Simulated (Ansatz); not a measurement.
**NaI (Fm-3m), elastic constants by finite strains: input and output**

Method: PBEsol, PAW on Ansatz 0.2.0's default frozen-core files (fitted under PBE), scalar-relativistic.

The cell comes from a PAW relaxation under the same functional.

Launched as:

```sh
ansatz run input.yaml --threads 1 --pin off --max-ram 2560MiB --backend cpu --events-out ev --progress --plain --runs-dir out
```

Input:

```yaml
crystal:
  lattice:
    - [0.0, 3.20025765743, 3.20025765743]
    - [3.20025765743, 0.0, 3.20025765743]
    - [3.20025765743, 3.20025765743, 0.0]
  atoms:
    - { symbol: Na, position: [0.0, 0.0, 0.0] }
    - { symbol: I, position: [0.5, 0.5, 0.5] }
kpoints:
  mp_grid: { grid: [6, 6, 6] }
scf:
  occupations: { method: fixed }
hamiltonian:
  xc: pbesol
  pseudopotentials: { kind: paw }
elastic:
  mode: relaxed_ion
  stencil: two_point
  amplitude: 0.005
```

The program printed:

```
Warning: RAYON_NUM_THREADS=1 ignored (pool sized by the plan → 1); use --threads N
Engine: ansatz 0.2.0, aarch64-unknown-linux-gnu
Pseudopotentials: kind: paw
Pseudopotential: Na, paw, valence charge 9, recommended cutoff 420 eV (normal), Na.paw.azcp
Pseudopotential: I, paw, valence charge 17, recommended cutoff 420 eV (normal), I.paw.azcp
Functional definition: PBEsol
  exchange = pbesol_x
  correlation = pbesol_c
Crystal: 2 atoms, lattice volume = 65.552 Å³
Basis set: ecut = 420 eV, 1243 PW (Γ), exchange–correlation on 64×64×64 points (8 copies of the dense FFT grid, shifted against one another)
Bands: 17, of which v1, the nominal top of the filled ones, is band 13 counted from 1 (12 counted from 0)
Symmetry: 48 space group operations
Space group: Fm-3m (ITA 225), of the structure as read, at distance tolerance 4.0e-5 Å
k-points: 16 of 216
Non-local potential: Na, projectors of the file, l = 0: 3, l = 1: 2, l = 2: 1
Non-local potential: I, projectors of the file, l = 0: 2, l = 1: 2, l = 2: 2, l = 3: 2
PAW form: soft (Blöchl's): semilocal exchange-correlation on the pseudo side does not see the compensation charge
[... 106 lines left out ...]
        36.224      7.657      7.657      0.000     -0.000     -0.000
         7.657     36.224      7.657     -0.000     -0.000      0.000
         7.657      7.657     36.224     -0.000      0.000      0.000
         0.000     -0.000     -0.000      6.827     -0.000     -0.000
         0.000     -0.000      0.000      0.000      6.827      0.000
        -0.000      0.000     -0.000     -0.000      0.000      6.827
  reference stress σ⁰ (GPa):     -0.023     -0.023     -0.023      0.000     -0.000     -0.000
  C* (energy form; C + prestress term) asymmetry max|C*_kj − C*_jk| = 4.441e-15 GPa — a small one proves nothing (zero by symmetry where the batch's group is 432, −43m or m−3m); a large one is finite-difference/SCF noise where ...
  moduli (Voigt/Reuss/Hill, GPa): K = 17.18/17.18/17.18   G = 9.81/8.63/9.22   E = 23.46   ν = 0.272
  mechanically stable: yes (min eigenvalue of sym C = 6.83 GPa)
  strain η (Voigt 11):  stress-route row diagonal C_11 = 36.22 GPa, energy-path curvature d²(F+E_count+ΔE)/dδ²/Ω₀ = 36.14 GPa
         δ    σ_11 (GPa)             F (eV)   n_scf  n_hpsi   n_pw
    -5.000e-3      -0.2107       -8910.6813311       7    9532   1303   relax 0 steps, max|allowed force component| 1.28e-29 eV/Å
     5.000e-3       0.1515       -8910.6814360       8    9155   1307   relax 0 steps, max|allowed force component| 1.22e-29 eV/Å
  strain η (Voigt 23):  stress-route row diagonal C_44 = 6.83 GPa, energy-path curvature d²(F+E_count+ΔE)/dδ²/Ω₀ = 6.76 GPa
         δ    σ_23 (GPa)             F (eV)   n_scf  n_hpsi   n_pw
    -5.000e-3      -0.0341       -8910.6815321       7   13324   1303   relax 0 steps, max|allowed force component| 7.73e-29 eV/Å
     5.000e-3       0.0341       -8910.6815321       7   12609   1303   relax 0 steps, max|allowed force component| 1.83e-28 eV/Å
```

The run converged.

**Elastic moduli**

Elastic constants of a crystal by Kohn-Sham DFT: slopes of the stress over finite engineering strains of the given cell, Voigt indices, Cartesian axes as in the input; Hill averages of a grain aggregate, Debye temperature from the mean sound speed over directions.

```
Bulk modulus                     : 17.18 GPa
Shear modulus                    : 9.219 GPa
Young modulus                    : 23.46 GPa
Poisson ratio                    : 0.2724
Bulk over shear modulus          : 1.863
Elastic anisotropy index         : 0.6841
Least young modulus              : 18.09 GPa
Largest young modulus            : 33.55 GPa
Longitudinal sound speed         : 2786 m/s
Transverse sound speed           : 1558 m/s
Elastic debye temperature        : 159.3 K
Linear compressibility (x, y, z) : 19.4, 19.4, 19.4 1/TPa
Zener ratio                      : 0.478
Cauchy pressure                  : 0.83 GPa
```

**Strained cells**

Stress of each strained cell less that at rest, tension positive.

| strain component | strain | stress xx (GPa) | stress yy (GPa) | stress zz (GPa) | stress yz (GPa) | stress xz (GPa) | stress xy (GPa) | relaxation steps |
| --- | --- | --- | --- | --- | --- | --- | --- | --- |
| xx | -0.005 | -0.1874 | -0.0389 | -0.0389 | 0 | 0 | 0 | 0 |
| xx | 0.005 | 0.1748 | 0.0377 | 0.0377 | 0 | 0 | 0 | 0 |
| yz | -0.005 | 0 | -0.0004 | -0.0004 | -0.0341 | 0 | 0 | 0 |
| yz | 0.005 | 0 | -0.0004 | -0.0004 | 0.0341 | 0 | 0 | 0 |

**Elastic constants**

- Pressure at rest: 0.023 GPa
- Least elastic eigenvalue: 6.83 GPa
- Elastically stable: yes

```
index  elastic (GPa)
   11          36.22
   12           7.66
   44           6.83
```

Known limits: frozen-core PAW files fitted under PBE, their cores solved anew for the functional of the run.

It took 10 s on 1 thread of Arm Neoverse V1, on a shared host, peak memory 0.34 GiB.
